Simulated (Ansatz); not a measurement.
# GaP: a strain scan

The task, for GaP: strain the cell along the Voigt pattern (0, 1, 0, 0, 0, 0).

Program: Ansatz 0.2.0. Level of theory: DFT PBE, scalar-relativistic, plane waves, PAW. These are calculated values, not measurements.

## (1) Starting point

The structure is cubic, space group F-43m (No. 216). Conventional cell: a = 5.451 Å, b = 5.451 Å, c = 5.451 Å, α = 90.00°, β = 90.00°, γ = 90.00°. Around Ga (site symmetry -43m) lie 4 P at 2.36 Å. P (site symmetry -43m) has 4 Ga at 2.36 Å in its first shell of neighbours.

Structure file:

```cif
data_structure
_symmetry_space_group_name_H-M 'F-43m'
_symmetry_Int_Tables_number 216
_cell_length_a 5.4505
_cell_length_b 5.4505
_cell_length_c 5.4505
_cell_angle_alpha 90.000
_cell_angle_beta 90.000
_cell_angle_gamma 90.000
_cell_volume 161.92
loop_
_atom_site_label
_atom_site_type_symbol
_atom_site_symmetry_multiplicity
_atom_site_Wyckoff_symbol
_atom_site_fract_x
_atom_site_fract_y
_atom_site_fract_z
_atom_site_occupancy
Ga1 Ga 4 a 0.00000 0.00000 0.00000 1
P1 P 4 c 0.25000 0.25000 0.25000 1
```

No relaxation comes first: the listed cell is the starting point.

## (2) The reference cell

The reference gives a free energy of -4539.5479 eV, pressure 2.51 GPa, largest force 0.000 eV/Å and gap on the mesh 1.64 eV. It was computed beforehand with the settings of the runs below.

## (3) Setting up a strain scan

The cell is strained by ε times the Voigt pattern (0, 1, 0, 0, 0, 0) (xx, yy, zz, yz, xz, xy; engineering shear), with fractional coordinates fixed (clamped ions). The stress on the pattern is the sum of the stress components weighted by it, tension positive.

## (4) Point ε = -0.0600

The input, input.yaml:

```yaml
crystal:
  lattice:
    - [0.0, 2.561735, 2.72525]
    - [2.72525, 0.0, 2.72525]
    - [2.72525, 2.561735, 0.0]
  atoms:
    - { symbol: Ga, position: [0.0, 0.0, 0.0] }
    - { symbol: P, position: [0.75, 0.75, 0.75] }
basis:
  ecutwfc: 420
kpoints:
  mp_grid: { grid: [8, 8, 8] }
hamiltonian:
  xc: pbe
scf:
  occupations: { method: gaussian, width: 0.05 }
output:
  forces: true
  stress: true
  eigenvalues: true
```

Launch:

```bash
$ ansatz run input.yaml --threads 1 --pin off --max-ram 2560MiB --backend cpu --events-out ev --progress --plain --runs-dir out
```

The program printed (excerpt; [...] marks lines left out):

```text
Warning: RAYON_NUM_THREADS=1 ignored (pool sized by the plan → 1); use --threads N
[...]
Pseudopotentials: kind: paw
Pseudopotential: Ga, paw, valence charge 13, recommended cutoff 420 eV (normal), Ga.paw.azcp
Pseudopotential: P, paw, valence charge 5, recommended cutoff 420 eV (normal), P.paw.azcp
Functional definition: PBE
[...]
Crystal: 2 atoms, lattice volume = 38.052 Å³
Basis set: ecut = 420 eV, 741 PW (Γ), exchange–correlation on 54×54×54 points (8 copies of the dense FFT grid, shifted against one another)
Bands: 13, of which v1, the nominal top of the filled ones, is band 9 counted from 1 (8 counted from 0)
Symmetry: 8 space group operations
Space group: I-4m2 (ITA 119), of the structure as read, at distance tolerance 3.4e-5 Å
k-points: 59 of 512 (time reversal used)
[...]
SCF iter   1: F=—  HF=-4539.446243 eV  |F-HF|=—  |Δ(HF+E_count)|=         —  Δρ=1.50e-3  dr2=1.00e-3  ethr=1.77e-3  ⟨swp⟩=6.2  Hψ=5099  notcnv=0
[...]
SCF iter   7: F=-4539.444990 eV  HF=-4539.444990 eV  |F-HF|=2.13e-8  |Δ(HF+E_count)|=   1.33e-7  Δρ=1.03e-5  dr2=1.88e-8  ethr=5.56e-10  ⟨swp⟩=6.1  Hψ=3825  notcnv=0
[...]
SCF converged after 7 iterations
Free energy (F): -4539.444990 eV
[...]
E sigma→0 (E₀):  -4539.444990 eV
Fermi energy:    8.580713 eV
[...]
--- Forces (eV/Å), atoms counted from 1 ---
  atom   1  Ga    -0.00000000     0.00000000     0.00000000
  atom   2  P      0.00000000     0.00000000     0.00000000
[...]
--- Stress (GPa, compression-positive) ---
        7.287688      -0.000000       0.000000
       -0.000000      11.237508       0.000000
        0.000000       0.000000       7.287688
  P = ⅓ Tr σ = 8.6043 GPa (86.043 kbar)
--- Band table (eV; the first three rows and the last of 59) ---
  k-point 0: bands = ["-6.7626", "-6.7626", "-6.7446", "-6.6427", "-6.6348", "-5.0721", "7.7848", "7.7848", "8.1134", "10.2158", "11.7011", "11.8263", "11.8263"]
[...]
```

Run time: 2.1 s. Hardware: 1 thread of Intel Xeon Platinum 8488C (Sapphire Rapids), shared host; peak memory 0.4 GiB.

## (5) ε = 0.0450

Changes to input.yaml since step 4:

```diff
@@ -2,5 +2,5 @@
   lattice:
-    - [0.0, 2.561735, 2.72525]
+    - [0.0, 2.84788625, 2.72525]
     - [2.72525, 0.0, 2.72525]
-    - [2.72525, 2.561735, 0.0]
+    - [2.72525, 2.84788625, 0.0]
   atoms:
```

Launch:

```bash
$ ansatz run input.yaml --threads 1 --pin off --max-ram 2560MiB --backend cpu --events-out ev --progress --plain --runs-dir out
```

The program printed (excerpt; [...] marks lines left out):

```text
Warning: RAYON_NUM_THREADS=1 ignored (pool sized by the plan → 1); use --threads N
[...]
[... 4 set-up lines as earlier in the session ...]
[...]
Crystal: 2 atoms, lattice volume = 42.302 Å³
Basis set: ecut = 420 eV, 853 PW (Γ), exchange–correlation on 54×54×54 points (8 copies of the dense FFT grid, shifted against one another)
Bands: 13, of which v1, the nominal top of the filled ones, is band 9 counted from 1 (8 counted from 0)
[... 1 set-up line as earlier in the session ...]
Space group: I-4m2 (ITA 119), of the structure as read, at distance tolerance 3.5e-5 Å
k-points: 59 of 512 (time reversal used)
[...]
SCF iter   1: F=—  HF=-4539.543363 eV  |F-HF|=—  |Δ(HF+E_count)|=         —  Δρ=1.50e-3  dr2=1.30e-3  ethr=1.77e-3  ⟨swp⟩=6.2  Hψ=4987  notcnv=0
[...]
SCF iter   6: F=-4539.542543 eV  HF=-4539.542543 eV  |F-HF|=1.83e-8  |Δ(HF+E_count)|=   3.70e-7  Δρ=9.52e-6  dr2=2.28e-8  ethr=5.56e-10  ⟨swp⟩=7.0  Hψ=4101  notcnv=0
[...]
SCF converged after 6 iterations
Free energy (F): -4539.542543 eV
[...]
E sigma→0 (E₀):  -4539.542543 eV
Fermi energy:    7.311782 eV
[...]
--- Forces (eV/Å), atoms counted from 1 ---
  atom   1  Ga     0.00000000     0.00000000     0.00000000
  atom   2  P      0.00000000    -0.00000000     0.00000000
[...]
--- Stress (GPa, compression-positive) ---
        0.105051       0.000000      -0.000000
        0.000000      -3.335899       0.000000
       -0.000000       0.000000       0.105051
  P = ⅓ Tr σ = -1.0419 GPa (-10.419 kbar)
--- Band table (eV; the first three rows and the last of 59) ---
  k-point 0: bands = ["-7.9335", "-7.9200", "-7.9200", "-7.8422", "-7.8350", "-5.6232", "6.3713", "6.6281", "6.6281", "7.9942", "10.4162", "10.4162", "10.5147"]
[...]
```

Run time: 2 s. Hardware: 1 thread of Intel Xeon Platinum 8488C (Sapphire Rapids), shared host; peak memory 0.39 GiB.

## (6) Point ε = -0.0300

Changes to input.yaml since step 5:

```diff
@@ -2,5 +2,5 @@
   lattice:
-    - [0.0, 2.84788625, 2.72525]
+    - [0.0, 2.6434925, 2.72525]
     - [2.72525, 0.0, 2.72525]
-    - [2.72525, 2.84788625, 0.0]
+    - [2.72525, 2.6434925, 0.0]
   atoms:
```

Launch:

```bash
$ ansatz run input.yaml --threads 1 --pin off --max-ram 2560MiB --backend cpu --events-out ev --progress --plain --runs-dir out
```

The program printed (excerpt; [...] marks lines left out):

```text
[...]
SCF converged after 6 iterations
Free energy (F): -4539.512995 eV
[...]
E sigma→0 (E₀):  -4539.512995 eV
Fermi energy:    8.235721 eV
[...]
--- Forces (eV/Å), atoms counted from 1 ---
  atom   1  Ga    -0.00000000     0.00000000    -0.00000000
  atom   2  P      0.00000000     0.00000000     0.00000000
[...]
--- Stress (GPa, compression-positive) ---
        4.641748       0.000000      -0.000000
       -0.000000       6.745357       0.000000
       -0.000000       0.000000       4.641748
  P = ⅓ Tr σ = 5.3430 GPa (53.430 kbar)
--- Band table (eV; the first three rows and the last of 59) ---
  k-point 0: bands = ["-7.1121", "-7.1121", "-7.1030", "-7.0022", "-6.9981", "-5.2463", "7.4218", "7.4218", "7.5886", "9.5527", "11.3167", "11.3805", "11.3805"]
[...]
```

Wall time 1.9 s (1 thread of Intel Xeon Platinum 8488C (Sapphire Rapids), shared host); peak memory 0.39 GiB.

## (7) At ε = 0.0150

Changes to input.yaml since step 6:

```diff
@@ -2,5 +2,5 @@
   lattice:
-    - [0.0, 2.6434925, 2.72525]
+    - [0.0, 2.76612875, 2.72525]
     - [2.72525, 0.0, 2.72525]
-    - [2.72525, 2.6434925, 0.0]
+    - [2.72525, 2.76612875, 0.0]
   atoms:
```

Launch:

```bash
$ ansatz run input.yaml --threads 1 --pin off --max-ram 2560MiB --backend cpu --events-out ev --progress --plain --runs-dir out
```

The program printed (excerpt; [...] marks lines left out):

```text
[...]
SCF converged after 6 iterations
Free energy (F): -4539.553533 eV
[...]
E sigma→0 (E₀):  -4539.553533 eV
Fermi energy:    7.723143 eV
[...]
--- Forces (eV/Å), atoms counted from 1 ---
  atom   1  Ga    -0.00000000     0.00000000    -0.00000000
  atom   2  P      0.00000000     0.00000000     0.00000000
[...]
--- Stress (GPa, compression-positive) ---
        1.606028      -0.000000       0.000000
        0.000000       0.486697       0.000000
        0.000000       0.000000       1.606028
  P = ⅓ Tr σ = 1.2329 GPa (12.329 kbar)
--- Band table (eV; the first three rows and the last of 59) ---
  k-point 0: bands = ["-7.6115", "-7.6070", "-7.6070", "-7.5146", "-7.5123", "-5.4816", "6.8423", "6.9273", "6.9273", "8.6028", "10.7786", "10.7786", "10.8111"]
[...]
```

It took 2 s on 1 thread of Intel Xeon Platinum 8488C (Sapphire Rapids), shared host; peak memory 0.39 GiB.

## (8) At ε = 0.0600

Changes to input.yaml since step 7:

```diff
@@ -2,5 +2,5 @@
   lattice:
-    - [0.0, 2.76612875, 2.72525]
+    - [0.0, 2.888765, 2.72525]
     - [2.72525, 0.0, 2.72525]
-    - [2.72525, 2.76612875, 0.0]
+    - [2.72525, 2.888765, 0.0]
   atoms:
```

Launch:

```bash
$ ansatz run input.yaml --threads 1 --pin off --max-ram 2560MiB --backend cpu --events-out ev --progress --plain --runs-dir out
```

The program printed (excerpt; [...] marks lines left out):

```text
Warning: RAYON_NUM_THREADS=1 ignored (pool sized by the plan → 1); use --threads N
[...]
[... 4 set-up lines as earlier in the session ...]
[...]
Crystal: 2 atoms, lattice volume = 42.910 Å³
Basis set: ecut = 420 eV, 869 PW (Γ), exchange–correlation on 54×54×54 points (8 copies of the dense FFT grid, shifted against one another)
Bands: 13, of which v1, the nominal top of the filled ones, is band 9 counted from 1 (8 counted from 0)
[... 2 set-up lines as earlier in the session ...]
k-points: 59 of 512 (time reversal used)
[...]
SCF iter   1: F=—  HF=-4539.527231 eV  |F-HF|=—  |Δ(HF+E_count)|=         —  Δρ=1.44e-3  dr2=1.21e-3  ethr=1.77e-3  ⟨swp⟩=6.2  Hψ=4935  notcnv=0
[...]
SCF iter   6: F=-4539.526467 eV  HF=-4539.526467 eV  |F-HF|=1.58e-8  |Δ(HF+E_count)|=   3.56e-7  Δρ=9.69e-6  dr2=2.37e-8  ethr=5.56e-10  ⟨swp⟩=7.0  Hψ=4083  notcnv=0
[...]
SCF converged after 6 iterations
Free energy (F): -4539.526467 eV
[...]
E sigma→0 (E₀):  -4539.526467 eV
Fermi energy:    7.092333 eV
[...]
--- Forces (eV/Å), atoms counted from 1 ---
  atom   1  Ga    -0.00000000     0.00000000    -0.00000000
  atom   2  P      0.00000000     0.00000000    -0.00000000
[...]
--- Stress (GPa, compression-positive) ---
       -0.511519       0.000000       0.000000
       -0.000000      -5.136496       0.000000
        0.000000       0.000000      -0.511519
  P = ⅓ Tr σ = -2.0532 GPa (-20.532 kbar)
--- Band table (eV; the first three rows and the last of 59) ---
  k-point 0: bands = ["-8.0898", "-8.0719", "-8.0719", "-8.0012", "-7.9914", "-5.6898", "6.1436", "6.4870", "6.4870", "7.6963", "10.2454", "10.2454", "10.3772"]
[...]
```

Wall time 2 s (1 thread of Intel Xeon Platinum 8488C (Sapphire Rapids), shared host); peak memory 0.39 GiB.

## (9) Point ε = -0.0450

Changes to input.yaml since step 8:

```diff
@@ -2,5 +2,5 @@
   lattice:
-    - [0.0, 2.888765, 2.72525]
+    - [0.0, 2.60261375, 2.72525]
     - [2.72525, 0.0, 2.72525]
-    - [2.72525, 2.888765, 0.0]
+    - [2.72525, 2.60261375, 0.0]
   atoms:
```

Launch:

```bash
$ ansatz run input.yaml --threads 1 --pin off --max-ram 2560MiB --backend cpu --events-out ev --progress --plain --runs-dir out
```

The program printed (excerpt; [...] marks lines left out):

```text
[...]
SCF converged after 7 iterations
Free energy (F): -4539.483254 eV
[...]
E sigma→0 (E₀):  -4539.483254 eV
Fermi energy:    8.406167 eV
[...]
--- Forces (eV/Å), atoms counted from 1 ---
  atom   1  Ga    -0.00000000     0.00000000    -0.00000000
  atom   2  P      0.00000000     0.00000000    -0.00000000
[...]
--- Stress (GPa, compression-positive) ---
        5.896178       0.000000       0.000000
        0.000000       8.960934       0.000000
        0.000000       0.000000       5.896178
  P = ⅓ Tr σ = 6.9178 GPa (69.178 kbar)
--- Band table (eV; the first three rows and the last of 59) ---
  k-point 0: bands = ["-6.9391", "-6.9391", "-6.9256", "-6.8242", "-6.8181", "-5.1611", "7.5998", "7.5998", "7.8482", "9.8809", "11.5037", "11.5986", "11.5986"]
[...]
```

It took 2.1 s on 1 thread of Intel Xeon Platinum 8488C (Sapphire Rapids), shared host; peak memory 0.39 GiB.

## (10) Point ε = 0.0300

Changes to input.yaml since step 9:

```diff
@@ -2,5 +2,5 @@
   lattice:
-    - [0.0, 2.60261375, 2.72525]
+    - [0.0, 2.8070075, 2.72525]
     - [2.72525, 0.0, 2.72525]
-    - [2.72525, 2.60261375, 0.0]
+    - [2.72525, 2.8070075, 0.0]
   atoms:
```

Launch:

```bash
$ ansatz run input.yaml --threads 1 --pin off --max-ram 2560MiB --backend cpu --events-out ev --progress --plain --runs-dir out
```

The program printed (excerpt; [...] marks lines left out):

```text
Warning: RAYON_NUM_THREADS=1 ignored (pool sized by the plan → 1); use --threads N
[...]
[... 4 set-up lines as earlier in the session ...]
[...]
Crystal: 2 atoms, lattice volume = 41.695 Å³
Basis set: ecut = 420 eV, 837 PW (Γ), exchange–correlation on 54×54×54 points (8 copies of the dense FFT grid, shifted against one another)
Bands: 13, of which v1, the nominal top of the filled ones, is band 9 counted from 1 (8 counted from 0)
[... 2 set-up lines as earlier in the session ...]
k-points: 59 of 512 (time reversal used)
[...]
SCF iter   1: F=—  HF=-4539.552567 eV  |F-HF|=—  |Δ(HF+E_count)|=         —  Δρ=1.54e-3  dr2=1.36e-3  ethr=1.77e-3  ⟨swp⟩=6.3  Hψ=5011  notcnv=0
[...]
SCF iter   6: F=-4539.551665 eV  HF=-4539.551664 eV  |F-HF|=2.34e-8  |Δ(HF+E_count)|=   4.12e-7  Δρ=9.45e-6  dr2=2.27e-8  ethr=5.56e-10  ⟨swp⟩=7.0  Hψ=4119  notcnv=0
[...]
SCF converged after 6 iterations
Free energy (F): -4539.551665 eV
[...]
E sigma→0 (E₀):  -4539.551665 eV
Fermi energy:    7.529146 eV
[...]
--- Forces (eV/Å), atoms counted from 1 ---
  atom   1  Ga    -0.00000000     0.00000000     0.00000000
  atom   2  P      0.00000000     0.00000000    -0.00000000
[...]
--- Stress (GPa, compression-positive) ---
        0.808237       0.000000       0.000000
       -0.000000      -1.461277       0.000000
        0.000000       0.000000       0.808237
  P = ⅓ Tr σ = 0.0517 GPa (0.517 kbar)
--- Band table (eV; the first three rows and the last of 59) ---
  k-point 0: bands = ["-7.7741", "-7.7651", "-7.7651", "-7.6800", "-7.6754", "-5.5538", "6.6042", "6.7748", "6.7748", "8.2963", "10.5938", "10.5938", "10.6592"]
[...]
```

It took 2 s on 1 thread of Intel Xeon Platinum 8488C (Sapphire Rapids), shared host; peak memory 0.4 GiB.

## (11) ε = -0.0150

Changes to input.yaml since step 10:

```diff
@@ -2,5 +2,5 @@
   lattice:
-    - [0.0, 2.8070075, 2.72525]
+    - [0.0, 2.68437125, 2.72525]
     - [2.72525, 0.0, 2.72525]
-    - [2.72525, 2.8070075, 0.0]
+    - [2.72525, 2.68437125, 0.0]
   atoms:
```

Launch:

```bash
$ ansatz run input.yaml --threads 1 --pin off --max-ram 2560MiB --backend cpu --events-out ev --progress --plain --runs-dir out
```

The program printed (excerpt; [...] marks lines left out):

```text
[...]
SCF converged after 6 iterations
Free energy (F): -4539.534453 eV
[...]
E sigma→0 (E₀):  -4539.534453 eV
Fermi energy:    8.069188 eV
[...]
--- Forces (eV/Å), atoms counted from 1 ---
  atom   1  Ga    -0.00000000     0.00000000     0.00000000
  atom   2  P      0.00000000     0.00000000     0.00000000
[...]
--- Stress (GPa, compression-positive) ---
        3.514502      -0.000000       0.000000
       -0.000000       4.592673       0.000000
        0.000000       0.000000       3.514502
  P = ⅓ Tr σ = 3.8739 GPa (38.739 kbar)
--- Band table (eV; the first three rows and the last of 59) ---
  k-point 0: bands = ["-7.2806", "-7.2806", "-7.2760", "-7.1759", "-7.1737", "-5.3280", "7.2506", "7.2506", "7.3346", "9.2307", "11.1393", "11.1715", "11.1715"]
[...]
```

It took 2 s on 1 thread of Intel Xeon Platinum 8488C (Sapphire Rapids), shared host; peak memory 0.39 GiB.

## (12) Point ε = 0.0525

Changes to input.yaml since step 11:

```diff
@@ -2,5 +2,5 @@
   lattice:
-    - [0.0, 2.68437125, 2.72525]
+    - [0.0, 2.868325625, 2.72525]
     - [2.72525, 0.0, 2.72525]
-    - [2.72525, 2.68437125, 0.0]
+    - [2.72525, 2.868325625, 0.0]
   atoms:
```

Launch:

```bash
$ ansatz run input.yaml --threads 1 --pin off --max-ram 2560MiB --backend cpu --events-out ev --progress --plain --runs-dir out
```

The program printed (excerpt; [...] marks lines left out):

```text
[...]
SCF converged after 6 iterations
Free energy (F): -4539.535356 eV
[...]
E sigma→0 (E₀):  -4539.535356 eV
Fermi energy:    7.201482 eV
[...]
--- Forces (eV/Å), atoms counted from 1 ---
  atom   1  Ga    -0.00000000     0.00000000    -0.00000000
  atom   2  P      0.00000000     0.00000000    -0.00000000
[...]
--- Stress (GPa, compression-positive) ---
       -0.213578       0.000000       0.000000
       -0.000000      -4.245657       0.000000
        0.000000       0.000000      -0.213578
  P = ⅓ Tr σ = -1.5576 GPa (-15.576 kbar)
--- Band table (eV; the first three rows and the last of 59) ---
  k-point 0: bands = ["-8.0120", "-7.9963", "-7.9963", "-7.9220", "-7.9136", "-5.6568", "6.2568", "6.5569", "6.5569", "7.8448", "10.3300", "10.3300", "10.4451"]
[...]
```

Run time: 2 s. Hardware: 1 thread of Intel Xeon Platinum 8488C (Sapphire Rapids), shared host; peak memory 0.39 GiB.

## (13) All points together

The scan, with free energies counted from the undisturbed cell:

```csv
ε,ΔE (meV/atom),stress on the pattern (GPa),pressure (GPa),gap on the mesh (eV)
-0.0600,51.5,-11.24,8.6,0.94
-0.0450,32.3,-8.96,6.9,1.12
-0.0300,17.4,-6.75,5.3,1.30
-0.0150,6.7,-4.59,3.9,1.47
0.0000,0.0,-2.51,2.5,1.64
0.0150,-2.8,-0.49,1.2,1.59
0.0300,-1.9,1.46,0.1,1.51
0.0450,2.7,3.34,-1.0,1.37
0.0525,6.3,4.25,-1.6,1.29
0.0600,10.7,5.14,-2.1,1.21
```

## (14) Results

| quantity | value |
| --- | --- |
| slope of the stress at ε = 0, over ±0.0150 | 137 GPa |

In words: The slope of the stress at zero strain, 137 GPa, estimates C22 with clamped ions in this Cartesian frame; letting the atoms relax could not make it stiffer. The reference stands under 2.5 GPa, so this is no zero-stress constant. The energy drops below the reference, by 2.8 meV/atom at ε = 0.0150; the cell was taken as given and not relaxed at this level. Compression costs more than tension: 51.5 against 10.7 meV/atom at the ends. The gap on the mesh stays between 0.94 and 1.64 eV.
